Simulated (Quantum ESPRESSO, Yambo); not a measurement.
# A GW chain in Yambo: KBr (Fm-3m), part 2 of 2

How does a plane-wave GW calculation on KBr (Fm-3m) run from the first input to the gap?

Quantum ESPRESSO 7.5 and Yambo 5.3.0; PBE and many-body steps on it, plane waves. Known limits of the many-body steps: not at the basis limit; no spin-orbit coupling.

So far. Step 2 (Ground state): The gap is direct, at Γ. Step 3 (Bands along the symmetry lines): The gap is 4.436 eV, as in the run before at this level.

## (4) Empty states on the mesh, 4×4×4 mesh, 312 bands

Level of this step: DFT, PBE, plane waves, norm-conserving pseudopotentials (Quantum ESPRESSO).

The sums over transitions need many empty states on a uniform mesh; this step solves for them.

Contents of pw.in:

```
&control
  calculation = 'nscf'
  prefix = 'x'
  outdir = 'o'
  pseudo_dir = 'pseudo'
/
&system
  ibrav = 0
  nat = 2
  ntyp = 2
  ecutwfc = 76.0
  nbnd = 312
  force_symmorphic = .true.
/
&electrons
  conv_thr = 1e-9
  electron_maxstep = 80
  diago_full_acc = .true.
  diago_thr_init = 5e-6
/
ATOMIC_SPECIES
  K 39.098 K.upf
  Br 79.904 Br.upf
CELL_PARAMETERS angstrom
  0.0000000000 3.3000000000 3.3000000000
  3.3000000000 0.0000000000 3.3000000000
  3.3000000000 3.3000000000 0.0000000000
ATOMIC_POSITIONS crystal
  K 0.0000000000 0.0000000000 0.0000000000
  Br 0.5000000000 0.5000000000 0.5000000000
K_POINTS automatic
  4 4 4 0 0 0
```

Launch:

```bash
$ OMP_NUM_THREADS=1 mpirun -n 4 pw.x -nk 4 -in pw.in > pw.out
```

The program printed:

```text
[banner, memory and clock lines left out]
Program PWSCF v.7.5 starts

     Atomic positions and unit cell read from directory:
     o/x.save/

     Message from routine setup:
     using ibrav=0 with symmetry is DISCOURAGED, use correct ibrav instead

     G-vector sticks info

     bravais-lattice index     =            0
     lattice parameter (alat)  =       8.8192  a.u.
     unit-cell volume          =     485.0298 (a.u.)^3
     number of atoms/cell      =            2
     number of atomic types    =            2
     number of electrons       =        26.00
     number of Kohn-Sham states=          312
     kinetic-energy cutoff     =      76.0000  Ry
     charge density cutoff     =     304.0000  Ry
     Exchange-correlation= PBE
                           (   1   4   3   4   0   0   0)

     celldm(1)=   8.819172  celldm(2)=   0.000000  celldm(3)=   0.000000
     celldm(4)=   0.000000  celldm(5)=   0.000000  celldm(6)=   0.000000

     crystal axes: (cart. coord. in units of alat)
               a(1) = (   0.000000   0.707107   0.707107 )
               a(2) = (   0.707107   0.000000   0.707107 )
               a(3) = (   0.707107   0.707107   0.000000 )

     reciprocal axes: (cart. coord. in units 2 pi/alat)
               b(1) = ( -0.707107  0.707107  0.707107 )
               b(2) = (  0.707107 -0.707107  0.707107 )
               b(3) = (  0.707107  0.707107 -0.707107 )
     Pseudo is Norm-conserving + core correction, Zval =  9.0
     Generated using ONCVPSP code by D. R. Hamann
     Using radial grid of 2222 points,  6 beta functions with:
     Pseudo is Norm-conserving + core correction, Zval = 17.0
     Generated using ONCVPSP code by D. R. Hamann
     Using radial grid of 1098 points,  6 beta functions with:
     K                 9.00    39.09800     K ( 1.00)
     Br               17.00    79.90400     Br( 1.00)

     48 Sym. Ops., with inversion, found

   Cartesian axes

     site n.     atom                  positions (alat units)
         1        K      tau(   1) = (   0.0000000   0.0000000   0.0000000  )
         2        Br     tau(   2) = (   0.7071068   0.7071068   0.7071068  )

     number of k points=     8
                       cart. coord. in units 2pi/alat
        k(    1) = (   0.0000000   0.0000000   0.0000000), wk =   0.0312500
        k(    2) = (   0.1767767   0.1767767  -0.1767767), wk =   0.2500000
        k(    3) = (  -0.3535534  -0.3535534   0.3535534), wk =   0.1250000
[...]
k(    7) = (  -0.7071068   0.0000000   0.0000000), wk =   0.0937500
        k(    8) = (  -0.7071068   0.3535534   0.0000000), wk =   0.1875000

     Dense  grid:    43599 G-vectors     FFT dimensions: (  50,  50,  50)

     The potential is recalculated from file :
     o/x.save/charge-density

     Starting wfcs are   14 randomized atomic wfcs +  298 random wfcs

     Band Structure Calculation

     End of band structure calculation

          k = 0.0000 0.0000 0.0000 (  5521 PWs)   bands (ev):

   -56.1051 -56.1051 -56.1029 -56.1029 -56.1029 -25.6928 -10.2110  -9.1698
    -9.1698  -9.1698   2.0853   2.0853   2.0853   6.5214   9.6944   9.6944
     9.6944  10.5130  10.5130  13.6827  16.9929  16.9929  16.9929  17.7590
[...]
[... 27 further rows ...]
[...]
k = 0.1768 0.1768-0.1768 (  5414 PWs)   bands (ev):

[...]
[... 27 further rows ...]
[...]
k =-0.3536-0.3536 0.3536 (  5444 PWs)   bands (ev):

[...]
[... 27 further rows ...]
   144.4429 144.5601 144.7551 144.8196 144.9442 144.9605 145.0414 145.0414
   145.5423 145.5423 146.1584 147.2840 147.6707 147.6708 147.7413 148.5689

          k = 0.3536 0.0000 0.0000 (  5425 PWs)   bands (ev):

     [... further k-points ...]

     highest occupied, lowest unoccupied level (ev):     2.0853    6.5214

     XML data file, pseudopotentials, collected wavefunctions
```

Elapsed: 39 s, on 4 MPI ranks of Arm Neoverse V2, shared host; peak memory 0.81 GiB.

Numbers from this step:

```
gap                                                           : 4.436 eV
k of the valence top                                          : 0, 0, 0
k of the conduction bottom                                    : 0, 0, 0
least direct gap                                              : 4.436 eV
k points computed                                             : 8
lowest point of the top converged band, above the valence top : 143.6814 eV
```

On this mesh the gap is 4.436 eV.

## (5) Conversion and set-up

This step: Yambo 5.3.0; conversion and set-up on PBE, plane waves, norm-conserving pseudopotentials.

The states are converted to the many-body program's format and the q mesh is built.

Launch:

```bash
$ (cd o/x.save; p2y > p2y.log; mv SAVE ../..); yambo > setup.log
```

The program printed:

```text
 Yambo, version 5.3.0

 [02] CORE Variables Setup
 =========================

  [02.01] Unit cells
  ==================

  Cell kind             :  FCC
  Atoms in the cell     :  K  Br
  number of K  atoms    :  1
  number of Br atoms    :  1

  List of atomic masses
  Mass of K     :  39.09800
  Mass of Br    :  79.90400

  List of atomic coordinates    : [cc]
  K1       :  0.000000  0.000000  0.000000  order 1
  Br1       :  6.236096  6.236096  6.236096  order 2

  Alat factors          :  6.236096  6.236096  6.236096 [a.u.]
  Direct lattice volume :  485.0298 [a.u.]
  Direct lattice vectors:  A[ 1 ]  A[ 2 ]  A[ 3 ]
   A[ 1 ]:  0.000000  1.000000  1.000000  [iru]
   0.000000  6.236096  6.236096  [cc]
   A[ 2 ]:  1.000000  0.000000  1.000000  [iru]
   6.236096  0.000000  6.236096  [cc]
   A[ 3 ]:  1.000000  1.000000  0.000000  [iru]
   6.236096  6.236096  0.000000  [cc]

  Recip. lattice volume :  0.511412 [a.u.]
  Recip. lattice vectors:  B[ 1 ]  B[ 2 ]  B[ 3 ]
   B[ 1 ]: -0.500000  0.500000  0.500000  [iku]
  -0.503776  0.503776  0.503776  [cc]
   B[ 2 ]:  0.500000 -0.500000  0.500000  [iku]
   0.503776 -0.503776  0.503776  [cc]
   B[ 3 ]:  0.500000  0.500000 -0.500000  [iku]
   0.503776  0.503776 -0.503776  [cc]

  [02.02] Symmetries
  ==================

  Inversion symmetry    : yes
  Spatial inversion     : yes
  Inversion index       :  25
  K-space Time-reversal : no
  Magnetic symmetries   : no
  Group table correct   : yes
  Symmetries units      :  [cc]

   [S  1]:   1.0000      0.28986E-16  0.28986E-16  0.28986E-16   1.0000     -0.28986E-16 -0.28986E-16 -0.28986E-16   1.0000
   [S  2]:  -1.0000     -0.28986E-16  0.28986E-16 -0.28986E-16  -1.0000     -0.28986E-16  0.28986E-16  0.28986E-16   1.0000
   [S  3]:  -1.0000      0.28986E-16 -0.28986E-16 -0.28986E-16   1.0000      0.28986E-16  0.28986E-16 -0.28986E-16  -1.0000
[...]
[... 36 further rows ...]
   [S 47]:  0.28986E-16   1.0000     -0.28986E-16 -0.28986E-16  0.28986E-16  -1.0000       1.0000     -0.28986E-16  0.28986E-16
   [S 48]:  0.28986E-16  -1.0000      0.28986E-16 -0.28986E-16 -0.28986E-16   1.0000       1.0000      0.28986E-16 -0.28986E-16

  [02.03] Reciprocal space
  ========================

  nG shells         :   402
  nG charge         :   43599
  nG WFs            :   6483
  nC WFs            :   5521
  G-vecs. in first 40 shells:  [ Number ]
     1    9   15   27   51   59   65   89  113
    137   169   181   229   259   283   307   331   339
    387   411   459   531   537   561   609   645   701
[...]
1139  1211  1243  1291
  ...
  Shell energy in first 40 shells:  [ mHa ]
[...]
6471.64      6598.53      7106.11      7486.80      8121.27      8501.96      8628.85      9136.43      9517.12
    9644.01      10151.6      10532.3      10659.2      11166.8      11547.4      12181.9      12562.6      12689.5
[...]
K/Q-points units:
  rlu = crystal or reduced units; cc = cartesian coordinates; iku = interal k-units

  K [1]          [rlu]:  0.000000  0.000000  0.000000
         WF components:   5521
  K [2]          [rlu]: -0.15345E-16  0.12410E-16  0.25000
         WF components:   5414
  K [3]          [rlu]:  0.30690E-16 -0.24821E-16 -0.50000
         WF components:   5444
  K [4]          [rlu]: -0.46171E-17  0.25000      0.25000
         WF components:   5425
  K [5]          [rlu]: -0.94755E-17  0.25000     -0.50000
         WF components:   5434
  [... 2 further k-points ...]
  K [8]          [rlu]:  0.250000 -0.500000 -0.250000
         WF components:   5440

  [02.05] Energies & Occupations
  ==============================

  [X] === General ===
  [X] Electronic Temperature                        :  0.000000  0.000000 [eV K]
  [X] Bosonic    Temperature                        :  0.000000  0.000000 [eV K]
  [X] Finite Temperature mode                       : no
  [X] El. density                                   :  0.36174E+24 [cm-3]
  [X] Fermi Level                                   :  2.085286 [eV]

  [X] === Gaps and Widths ===
  [X] Conduction Band Min                           :  4.436154 [eV]
  [X] Valence Band Max                              :  0.000000 [eV]
  [X] Filled Bands                                  :  13
  [X] Empty Bands                                   :   14  312
  [X] Direct Gap                                    :  4.436154 [eV]
  [X] Direct Gap localized at k                     :  1
  [X] Indirect Gap                                  :  4.436154 [eV]
  [X] Indirect Gap between kpts                     :  1  1
  [X] Last valence band width                       :  0.536069 [eV]
  [X] 1st conduction band width                     :  2.953841 [eV]

  E @ K [1]:  [eV]
  -58.19038 -58.19038 -58.18823 -58.18823 -58.18823 -27.77812 -12.29627 -11.25509
   -11.255      -11.255     -0.43670E-11 -0.20853E-11   0.0000       4.4362       7.6091       7.6091
    7.60906   8.42775   8.42775  11.59738  14.90759  14.90759  14.90759  15.67370
[...]
occ @ K [1]
[...]
E @ K [2]:  [eV]
[...]
occ @ K [2]
[...]
E @ K [3]:  [eV]
[...]
occ @ K [3]
[...]
E @ K [4]:  [eV]
[...]
occ @ K [4]
[...]
E @ K [5]:  [eV]
[...]
occ @ K [5]
[...]
[... 2 further k-points ...]
  E @ K [8]:  [eV]
[...]
occ @ K [8]
[...]
0.000000  0.000000  0.000000  0.000000  0.000000  0.000000  0.000000  0.000000
   0.000000  0.000000  0.000000  0.000000  0.000000  0.000000  0.000000  0.000000

 [03] Transferred momenta grid and indexing
 ==========================================

 IBZ Q-points                                      :   8
 BZ  Q-points                                      :   64

 K/Q-points units:
 rlu = crystal or reduced units; cc = cartesian coordinates; iku = interal k-units

 Q [1]          [rlu]:  0.000000  0.000000  0.000000
 Q [2]          [rlu]: -0.15345E-16  0.40166E-16  0.25000
 Q [3]          [rlu]:  0.30690E-16 -0.80332E-16 -0.50000
[...]
Q [7]          [rlu]:  0.92343E-17 -0.50000     -0.50000
 Q [8]          [rlu]:  0.250000 -0.500000 -0.250000

  [03.01] X indexes
  =================

   [03.01.01] Sigma indexes
   ========================

 [06] Game Over & Game summary
```

The job ended after 2.7 s (1 MPI rank; peak memory 0.25 GiB).

## (6) Screening and self-energy, 4×4×4 mesh, 312 bands, screening to 210.9 eV

Now the one-shot GW correction: screening in the RPA, then the self-energy of the levels asked for.

This step: G0W0 on PBE, plane waves, norm-conserving pseudopotentials.

Contents of gw1.in:

```
HF_and_locXC
gw0
dyson
ppa
em1d
rim_cut
RandQpts= 1000000
RandGvec= 1 RL
EXXRLvcs= 76 Ry
VXCRLvcs= 304 Ry
Chimod= "HARTREE"
% BndsRnXp
 1 | 312 |
%
NGsBlkXp= 15.5 Ry
% LongDrXp
 1 | 1 | 1 |
%
% GbndRnge
 1 | 312 |
%
DysSolver= "n"
ExtendOut
PPAPntXp= 27.21138 eV
% QPkrange
 1 | 1 | 12 | 15 |
%
```

Launch:

```bash
$ OMP_NUM_THREADS=1 mpirun -n 4 yambo -F gw1.in -J gw1 -C gw1 > gw1.log
```

The program printed:

```text
 Yambo, version 5.3.0

 [02] CORE Variables Setup
 =========================

  [... cell, symmetries and grids as in the set-up ...]

  [02.05] Energies & Occupations
  ==============================

  [X] === General ===
  [X] Electronic Temperature                        :  0.000000  0.000000 [eV K]
  [X] Bosonic    Temperature                        :  0.000000  0.000000 [eV K]
  [X] Finite Temperature mode                       : no
  [X] El. density                                   :  0.36174E+24 [cm-3]
  [X] Fermi Level                                   :  2.085286 [eV]

  [X] === Gaps and Widths ===
  [X] Conduction Band Min                           :  4.436154 [eV]
  [X] Valence Band Max                              :  0.000000 [eV]
  [X] Filled Bands                                  :  13
  [X] Empty Bands                                   :   14  312
  [X] Direct Gap                                    :  4.436154 [eV]
  [X] Direct Gap localized at k                     :  1
  [X] Indirect Gap                                  :  4.436154 [eV]
  [X] Indirect Gap between kpts                     :  1  1
  [X] Last valence band width                       :  0.536069 [eV]
  [X] 1st conduction band width                     :  2.953841 [eV]

 [03] Transferred momenta grid and indexing
 ==========================================

 IBZ Q-points                                      :   8
 BZ  Q-points                                      :   64

 K/Q-points units:
 rlu = crystal or reduced units; cc = cartesian coordinates; iku = interal k-units

 Q [1]          [rlu]:  0.000000  0.000000  0.000000
 Q [2]          [rlu]: -0.15345E-16  0.40166E-16  0.25000
 Q [3]          [rlu]:  0.30690E-16 -0.80332E-16 -0.50000
 Q [4]          [rlu]: -0.46171E-17  0.25000      0.25000
 Q [5]          [rlu]: -0.20915E-17  0.25000      0.50000
 Q [6]          [rlu]: -0.24821E-16  0.25000     -0.25000
 Q [7]          [rlu]:  0.92343E-17 -0.50000     -0.50000
 Q [8]          [rlu]:  0.250000 -0.500000 -0.250000

 [04] Coloumb potential Random Integration (RIM)
 ===============================================

  [04.01] RIM initialization
  ==========================

  * Diagonal components only detected *

  8 x (sBL volume)        :  0.063927 [a.u.]
  sBZ random points       :  1000000
  Points outside the sBZ  :   7968281
  RL volume               :  0.511412 [a.u.]
  Integrated volume       :  0.513448 [a.u.]

  [04.02] RIM integrals
  =====================

  Gamma point sphere radius             :  0.072529 [a.u.]
  Points outside the sphere             :   800476
  [Int_sBZ(q=0) 1/q^2]*(Vol_sBZ)^(-1/3) =:  7.776341
                                 should be <:  7.795600

  Summary of Coulomb integrals for non-metallic bands |Q|[au] RIM/Bare

  Q [1] 0.100000E-4 0.997530 * Q [2] 0.218141 1.068480
  Q [4] 0.251888 1.066792 * Q [6] 0.356223 1.029814
  Q [5] 0.417709 1.022655 * Q [3] 0.436282 1.020683
  Q [7] 0.503776 1.017590 * Q [8] 0.563238 1.014367

 [05] Dipoles
 ============

  [05.01] Setup: observables and procedures
  =========================================

 [06] Dynamic Dielectric Matrix (PPA)
 ====================================

 [WR./gw1//ndb.pp]---------------------------------------------------------------
  Brillouin Zone Q/K grids (IBZ/BZ)                :    8   64    8   64
  RL vectors                                       :   6567 [WF]
  Coulomb cutoff potential                         : none
  Electronic Temperature                           :  0.000000 [K]
  Bosonic    Temperature                           :  0.000000 [K]
  PPA    diel. fun.  energies                      : Perdew, Burke & Ernzerhof(X)+Perdew, Burke & Ernzerhof(C)
  wavefunctions                                    : Perdew, Burke & Ernzerhof(X)+Perdew, Burke & Ernzerhof(C)
  Global Gauge                                     : length
  X matrix size                                    :   537
  X band range                                     :    1  312
  X e/h energy range                               : -1.000000 -1.000000 [eV]
  X Time ordering                                  : R
  X Hxc Kernel                                     : HARTREE
  X Drude frequency                                :  0.000000  0.000000
  X poles                                          :  100.0000 [o/o]
  RL vectors in the sum                            :   6567
  [r,Vnl] included                                 : yes
  Field direction                                  :  0.577350E-5  0.577350E-5  0.577350E-5
  BZ energy Double Grid                            : no
  BZ energy DbGd points                            : 0
  BZ Q point size factor                           : -1.000000
  X Optical Averaged directions                    : none

 [07] Local Exchange-Correlation + Non-Local Fock
 ================================================

 [VXC] Plane waves :   43599
 [EXS] Plane waves :   5577

 QP @ state[ 1 ] K range:  1  1
 QP @ state[ 1 ] b range:  12  15

 [xc] Functional : Perdew, Burke & Ernzerhof(X)+Perdew, Burke & Ernzerhof(C)
 [xc] LIBXC used to calculate xc functional
  PP Number of Atomic Species                      :  2
  NLCC RL compoments                               :   43599
  PP Number of Atomic Species                      :  2
  NLCC RL compoments                               :   43599

 [xc] E_xc :  -16.87313 [Ha]
      E_xc :  -33.74626 [Ry]

  Local XC kind (lXC) : Perdew, Burke & Ernzerhof(X)+Perdew, Burke & Ernzerhof(C)
  Non-Local XC kind (nlXC) : Hartree-Fock

  Corrections @ K [1] :  [eV]
 <12|nlXC|12> = -19.54505  0.16531E-16 <12|lXC|12> = -14.35201  0.000000
 <13|nlXC|13> = -19.54504 -0.22380E-17 <13|lXC|13> = -14.35201  0.000000
 <14|nlXC|14> = -3.946254  0.14326E-17 <14|lXC|14> = -7.314515  0.94408E-16
 <15|nlXC|15> = -3.767246 -0.34841E-18 <15|lXC|15> = -8.482834  0.18882E-15

 [08] Dyson equation: Newton solver
 ==================================

  [08.01] G0W0 (W PPA)
  ====================

  [  GW  ] Bands range     :    1  312
  [GW/PPA] G damping       :  0.100000 [eV]

  QP @ state[ 1 ] K range:  1  1
  QP @ state[ 1 ] b range:  12  15

   Sc/G bands                                       :    1  312
   Sc/G damping                                     :  0.100000 ev
   Sc bands terminator                              : no
   Sx RL components                                 :   5577

   QP @ state[ 1 ] K range                          :  1  1
   QP @ state[ 1 ] b range                          :  12  15
   GF energies kind                                 : Perdew, Burke & Ernzerhof(X)+Perdew, Burke & Ernzerhof(C)
   GF WF`s kind                                     : Perdew, Burke & Ernzerhof(X)+Perdew, Burke & Ernzerhof(C)
   Xs energies kind                                 : Perdew, Burke & Ernzerhof(X)+Perdew, Burke & Ernzerhof(C)
   Xs WF`s kind                                     : Perdew, Burke & Ernzerhof(X)+Perdew, Burke & Ernzerhof(C)

 [11] Game Over & Game summary
```

Wall time 7.8 min (4 MPI ranks); peak memory 2.6 GiB; 31 min of CPU time.

Numbers from this step:

```yaml
g0w0_gap_on_the_points_computed: 7.767 eV
starting_gap_on_the_mesh: 4.436 eV
k_of_the_valence_top: 0, 0, 0
k_of_the_conduction_bottom: 0, 0, 0
least_direct_g0w0_gap_on_the_computed_points: 7.767 eV
z_at_the_valence_top: 0.8277
z_at_the_conduction_bottom: 0.8735
```

The gap on the mesh goes from 4.44 eV to 7.77 eV, a correction of +3.33 eV.

Limits: finite bands, cutoff and mesh; no spin-orbit coupling. v1 is the top filled band, c1 the lowest empty one. Levels before and after the correction, in eV, zero at the valence-band top of each column:

```
           conduction bottom  valence top
Kohn-Sham               4.44         0.00
     G0W0               7.77         0.00
```

```
             level  energy (eV)
Kohn-Sham  Γ v2-v1        0.000
Kohn-Sham     Γ c1        4.436
Kohn-Sham     Γ c2        7.609
     G0W0  Γ v2-v1        0.000
     G0W0     Γ c1        7.767
     G0W0     Γ c2       11.862
```

## (7) Where the time went

Times are wall times on the hardware named with each run, good to a factor of about two.

```
                          step     time  share  memory (GiB)
                  ground state      8 s    2 %          0.31
bands along the symmetry lines      8 s    2 %          0.26
      empty states on the mesh     39 s    7 %          0.81
         conversion and set-up    2.7 s    1 %          0.25
     screening and self-energy  7.8 min   89 %           2.6
```

## (8) Results

```yaml
pbe_gap: 4.44 eV, direct
g0w0_gap_on_the_mesh: 7.77 eV
gw_settings: 4×4×4 mesh, 312 bands, screening to 210.9 eV, Godby-Needs plasmon pole
known_limits: not at the basis limit; no spin-orbit coupling
```

G0W0 moves the gap on the mesh from 4.44 eV to 7.77 eV (+3.33 eV), with Z of 0.83 and 0.87 at the edges. Only 1 of the mesh's irreducible points was corrected, so a valley elsewhere could overtake. The dearest step here is «screening and self-energy». Bands and cutoff are finite, so the gap is not at the basis limit. The miss can reach some tenths of an eV and take either sign; the mesh is an error of its own. In the G0W0 run levels were corrected at 1 k point alone, so a gap called «on the mesh» is the least over those, and an edge elsewhere would be missed. The many-body steps are scalar-relativistic: spin-orbit coupling is not in them.

[Paths, hosts, dates, memory and timing lines, banners, echoed tables and standing remarks are left out of the program output.]

[Logs are printed without paths, hosts, clocks, repeated set-up lines and the standing remarks that a program may print on its own settings, such as how far it seeks lower states.]

[Runs of the session that timed out or met a known fault of the program may be left out.]

[Hosts, paths, dates, database ids (printed as entryN), source tags and the programs' standing remarks are cut or masked in the printed files.]
